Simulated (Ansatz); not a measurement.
**Ge: from a first guess to the relaxed hcp type**

First guess:

```yaml
crystal:
  lattice:
    - [2.52020, 0.00000, 0.00000]
    - [-1.26010, 2.18256, 0.00000]
    - [0.00000, 0.00000, 4.08272]
  atoms:
    - { symbol: Ge, position: [0.33333, 0.66667, 0.25000] }
    - { symbol: Ge, position: [0.66667, 0.33333, 0.75000] }
```

All numbers below come from Ansatz 0.2.0, DFT, PBE, PAW with Ansatz's default frozen-core files, scalar-relativistic.

Cell and atoms relax within the symmetry of the start on a 15×15×8 k mesh with 0.05 eV Fermi–Dirac smearing.

The start is built from a prototype, known or not as a phase of this compound; the cutoff is 420 eV.

Task: What is the pressure of the first guess?

Result: 116.9 GPa.

Task: What does it relax to?

Result: a = 2.976 Å, b = 2.976 Å, c = 5.053 Å, α = 90.00°, β = 90.00°, γ = 120.00° (conventional cell), 19.38 Å³ per atom:
Space group P6_3/mmc (No. 194). a = 2.976 Å, b = 2.976 Å, c = 5.053 Å, α = 90.00°, β = 90.00°, γ = 120.00°
```json
{"atom": "Ge", "site": "2c", "symmetry": "-6m2", "x": "0.3333", "y": "0.6667", "z": "0.2500"}
```

Task: How much energy does the relaxation release?

Result: 1803 meV/atom.
